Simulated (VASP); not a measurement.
LiH (strained measured structure): a PBE single-point calculation in VASP

INCAR

```
NELM = 120
IBRION = -1
NBANDS = 9
NSW = 0
LELF = .TRUE.
LASPH = .TRUE.
LWAVE = .FALSE.
GGA = PE
ENCUT = 520
LREAL = .FALSE.
SIGMA = 0.02
ISIF = 2
ISMEAR = -1
EDIFF = 1E-7
PREC = Accurate
LCHARG = .TRUE.
```

KPOINTS

```
KPOINTS created by Atomic Simulation Environment
0
Gamma
10 10 10
0 0 0
```

KPOINTS_OPT

```
special points
7
Reciprocal
0.0000000000 0.0000000000 0.0000000000 1
0.5000000000 0.0000000000 0.5000000000 1
0.6250000000 0.2500000000 0.6250000000 1
0.3750000000 0.3750000000 0.7500000000 1
0.5000000000 0.5000000000 0.5000000000 1
0.5000000000 0.2500000000 0.7500000000 1
0.0000000000 0.5000000000 0.5000000000 1
```

POSCAR

```
Li H
 1.0000000000000000
     0.0000000000000000    2.0678196931000001    2.0678196931000001
     2.0678196931000001    0.0000000000000000    2.0678196931000001
     2.0678196931000001    2.0678196931000001    0.0000000000000000
 Li  H
   1   1
Cartesian
  0.0000000000000000  0.0000000000000000  0.0000000000000000
  2.0678196931000006  2.0678196931000006  2.0678196931000006
```

VASP ran with the recommended PBE PAW datasets (4 valence electrons in the cell).

Command

```
mpirun -np 1 vasp_std
```

OSZICAR

```
N       E                     dE             d eps       ncg     rms          rms(c)
DAV:   1    -0.153557666331E+01   -0.15356E+01   -0.14519E+03   854   0.411E+02
DAV:   2    -0.628761101767E+01   -0.47520E+01   -0.47332E+01  1200   0.550E+01
DAV:   3    -0.634944319392E+01   -0.61832E-01   -0.61811E-01  1009   0.541E+00
DAV:   4    -0.634967281178E+01   -0.22962E-03   -0.22959E-03  1148   0.333E-01
DAV:   5    -0.634967409777E+01   -0.12860E-05   -0.12859E-05  1009   0.182E-02    0.283E+00
DAV:   6    -0.616791342392E+01    0.18176E+00   -0.15770E-01   952   0.119E+00    0.140E+00
DAV:   7    -0.610953901836E+01    0.58374E-01   -0.19447E-01   982   0.151E+00    0.220E-01
DAV:   8    -0.611154218443E+01   -0.20032E-02   -0.50183E-03  1015   0.449E-01    0.429E-02
DAV:   9    -0.611147434626E+01    0.67838E-04   -0.16570E-04  1078   0.464E-02    0.870E-03
DAV:  10    -0.611147240630E+01    0.19400E-05   -0.74190E-06   986   0.189E-02    0.261E-03
DAV:  11    -0.611147149990E+01    0.90640E-06   -0.22609E-07  1175   0.263E-03    0.703E-04
DAV:  12    -0.611147049744E+01    0.10025E-05   -0.57184E-09   578   0.616E-04    0.494E-04
DAV:  13    -0.611147081720E+01   -0.31976E-06   -0.73245E-09   542   0.373E-04    0.452E-05
DAV:  14    -0.611147084415E+01   -0.26955E-07   -0.43424E-10   540   0.148E-04
   1 F= -.61114708E+01 E0= -.61114708E+01  d E =-.272707E-12
       N       E                     dE             ncg
DAV:   1    -0.523970047825E+03   -0.19690E+04      126
DAV:   2    -0.552525485662E+03   -0.28555E+02      174
DAV:   3    -0.552960546092E+03   -0.43506E+00      162
DAV:   4    -0.552962557846E+03   -0.20118E-02      170
DAV:   5    -0.552962575582E+03   -0.17735E-04      147
DAV:   6    -0.552962575788E+03   -0.20608E-06      178
DAV:   7    -0.552962575791E+03   -0.30519E-08      137
```

From OUTCAR

```
k-points           NKPTS =     47   k-points in BZ     NKDIM =     47   number of bands    NBANDS=      9

   NELECT =       4.0000    total number of electrons

   dimension x,y,z NGX =    24 NGY =   24 NGZ =   24
   dimension x,y,z NGXF=    48 NGYF=   48 NGZF=   48

  energy-cutoff  :      520.00
  volume of cell :       17.68
      direct lattice vectors                 reciprocal lattice vectors
     0.000000000  2.067819693  2.067819693    -0.241800579  0.241800579  0.241800579
     2.067819693  0.000000000  2.067819693     0.241800579 -0.241800579  0.241800579
     2.067819693  2.067819693  0.000000000     0.241800579  0.241800579 -0.241800579

 k-points in reciprocal lattice and weights: KPOINTS created by Atomic Simulation Env
   0.00000000  0.00000000  0.00000000       0.001
   0.10000000  0.00000000  0.00000000       0.008
   0.20000000  0.00000000  0.00000000       0.008
   0.30000000  0.00000000  0.00000000       0.008
   0.40000000  0.00000000  0.00000000       0.008
   0.50000000  0.00000000  0.00000000       0.004
   0.10000000  0.10000000  0.00000000       0.006
   0.20000000  0.10000000  0.00000000       0.024
   ...

 E-fermi :   0.1397

 k-point     1 :       0.0000    0.0000    0.0000
  band No.  band energies     occupation
      1     -44.7198      2.00000
      2      -5.4091      2.00000
      3      14.5920      0.00000
      4      16.6324      0.00000
      5      16.6324      0.00000
      6      16.6324      0.00000
      7      21.1807      0.00000
      8      21.1807      0.00000
      9      21.1807      0.00000

 k-point     2 :       0.1000    0.0000    0.0000
  band No.  band energies     occupation
      1     -44.7164      2.00000
      2      -5.2375      2.00000
      3      13.3592      0.00000
      4      15.6129      0.00000
      5      16.2789      0.00000
      6      16.2789      0.00000
      7      20.6225      0.00000
      8      21.9537      0.00000
      9      21.9537      0.00000

 k-point     3 :       0.2000    0.0000    0.0000
  band No.  band energies     occupation
      1     -44.7082      2.00000
      2      -4.7384      2.00000
      3      10.4243      0.00000
      4      14.3674      0.00000
      5      15.7012      0.00000
      6      15.7012      0.00000
      7      21.3731      0.00000
      8      21.7255      0.00000
      9      21.7255      0.00000

 k-point     4 :       0.3000    0.0000    0.0000
  band No.  band energies     occupation
      1     -44.6983      2.00000
      2      -3.9691      2.00000
      3       7.4906      0.00000
      4      13.3961      0.00000
      5      15.3471      0.00000
      6      15.3471      0.00000
      7      19.7904      0.00000
      8      19.7904      0.00000
      9      22.7814      0.00000

 k-point     5 :       0.4000    0.0000    0.0000
  band No.  band energies     occupation
      1     -44.6902      2.00000
      2      -3.1226      2.00000
      3       5.2702      0.00000
      4      12.7674      0.00000
      5      15.2888      0.00000
      6      15.2888      0.00000
      7      18.3889      0.00000
      8      18.3889      0.00000
      9      24.4207      0.00000

 k-point     6 :       0.5000    0.0000    0.0000
  band No.  band energies     occupation
      1     -44.6871      2.00000
      2      -2.6967      2.00000
      3       4.3777      0.00000
      4      12.5504      0.00000
      5      15.3411      0.00000
      6      15.3412      0.00000
      7      17.8432      0.00000
      8      17.8432      0.00000
      9      25.3459      0.00000

 k-point     7 :       0.1000    0.1000    0.0000
  band No.  band energies     occupation
      1     -44.7154      2.00000
      2      -5.1783      2.00000
      3      13.4678      0.00000
      4      15.1224      0.00000
      5      15.1224      0.00000
      6      17.3276      0.00000
      7      18.6648      0.00000
      8      23.2662      0.00000
      9      23.2662      0.00000

 k-point     8 :       0.2000    0.1000    0.0000
  band No.  band energies     occupation
      1     -44.7089      2.00000
      2      -4.7807      2.00000
      3      11.4034      0.00000
      4      13.7672      0.00000
      5      14.1861      0.00000
      6      17.0917      0.00000
      7      18.8730      0.00000
      8      21.9911      0.00000
      9      24.3982      0.00000

 k-point     9 :       0.3000    0.1000    0.0000
  band No.  band energies     occupation
      1     -44.6996      2.00000
      2      -4.0820      2.00000
      3       8.4534      0.00000
      4      12.5998      0.00000
      5      13.6571      0.00000
      6      16.3442      0.00000
      7      20.2352      0.00000
      8      21.1298      0.00000
      9      22.6743      0.00000

 k-point    10 :       0.4000    0.1000    0.0000
  band No.  band energies     occupation
      1     -44.6909      2.00000
      2      -3.2128      2.00000
      3       5.9504      0.00000
      4      11.7373      0.00000
      5      13.5874      0.00000
      6      15.5258      0.00000
      7      19.9338      0.00000
      8      20.9482      0.00000
      9      23.0569      0.00000

 k-point    11 :       0.5000    0.1000    0.0000
  band No.  band energies     occupation
      1     -44.6861      2.00000
      2      -2.5621      2.00000
      3       4.5348      0.00000
      4      11.2340      0.00000
      5      13.9828      0.00000
      6      14.8602      0.00000
      7      19.6969      0.00000
      8      20.0446      0.00000
      9      25.0892      0.00000

 k-point    12 :      -0.4000    0.1000    0.0000
  band No.  band energies     occupation
      1     -44.6871      2.00000
      2      -2.7199      2.00000
      3       4.8536      0.00000
      4      11.1112      0.00000
      5      14.5234      0.00000
      6      14.8071      0.00000
      7      18.9898      0.00000
      8      20.7537      0.00000
      9      24.9279      0.00000

 k-point    13 :      -0.3000    0.1000    0.0000
  band No.  band energies     occupation
      1     -44.6936      2.00000
      2      -3.5143      2.00000
      3       6.7283      0.00000
      4      11.3578      0.00000
      5      14.6073      0.00000
      6      15.9134      0.00000
      7      18.9429      0.00000
      8      21.9537      0.00000
      9      23.1633      0.00000

 k-point    14 :      -0.2000    0.1000    0.0000
  band No.  band energies     occupation
      1     -44.7029      2.00000
      2      -4.3511      2.00000
      3       9.4784      0.00000
      4      11.9705      0.00000
      5      15.0855      0.00000
      6      16.8571      0.00000
      7      19.8682      0.00000
      8      21.4738      0.00000
      9      23.5155      0.00000

 k-point    15 :      -0.1000    0.1000    0.0000
  band No.  band energies     occupation
      1     -44.7116      2.00000
      2      -4.9544      2.00000
      3      12.1689      0.00000
      4      13.3630      0.00000
      5      15.7105      0.00000
      6      17.0646      0.00000
      7      20.4834      0.00000
      8      21.8833      0.00000
      9      21.8980      0.00000

 k-point    16 :       0.2000    0.2000    0.0000
  band No.  band energies     occupation
      1     -44.7046      2.00000
      2      -4.4763      2.00000
      3      11.0939      0.00000
      4      13.0080      0.00000
      5      13.0081      0.00000
      6      16.2386      0.00000
      7      16.8148      0.00000
      8      23.4866      0.00000
      9      26.6075      0.00000

 k-point    17 :       0.3000    0.2000    0.0000
  band No.  band energies     occupation
      1     -44.6970      2.00000
      2      -3.8479      2.00000
      3       9.0359      0.00000
      4      11.4087      0.00000
      5      12.2844      0.00000
      6      16.0485      0.00000
      7      17.0602      0.00000
      8      23.9285      0.00000
      9      26.0970      0.00000

 k-point    18 :       0.4000    0.2000    0.0000
  band No.  band energies     occupation
      1     -44.6890      2.00000
      2      -2.9816      2.00000
      3       6.6366      0.00000
      4       9.9411      0.00000
      5      12.0476      0.00000
      6      15.4133      0.00000
      7      19.1918      0.00000
      8      24.0086      0.00000
      9      24.3120      0.00000

 k-point    19 :       0.5000    0.2000    0.0000
  band No.  band energies     occupation
      1     -44.6837      2.00000
      2      -2.1670      2.00000
      3       4.8931      0.00000
      4       8.9982      0.00000
      5      12.3068      0.00000
      6      14.8718      0.00000
      7      21.5693      0.00000
      8      22.8428      0.00000
      9      24.7080      0.00000

 ...

  Total       -0.3455459     -0.3455459     -0.3455459     -0.0000000      0.0000000     -0.0000000
  in kB      -31.3074966    -31.3074966    -31.3074966     -0.0000000      0.0000000     -0.0000000
  external PRESSURE =     -31.3074966 kB  Pullay stress =       0.0000000 kB

 POSITION                                       TOTAL-FORCE (eV/Angst)
 -----------------------------------------------------------------------------------
      0.00000      0.00000      0.00000         0.000000      0.000000      0.000000
      2.06782      2.06782      2.06782         0.000000      0.000000     -0.000000
 -----------------------------------------------------------------------------------
    total drift:                                0.000000     -0.000000     -0.000000

  FREE ENERGIE OF THE ION-ELECTRON SYSTEM (eV)
  ---------------------------------------------------
  free  energy   TOTEN  =        -6.1114708442 eV

  energy  without entropy=       -6.1114708442  energy(sigma->0) =       -6.11147084
```

* gap between bands v and c: 3.04 eV
* least direct gap: 3.04 eV
* pressure: -3.1 GPa

Band v is the last that the valence electrons fill when counted band by band, and c is the next.

The run took about 6.9 s on one core of a shared host (Intel Xeon Platinum 8488C) and held 0.13 GiB at most.
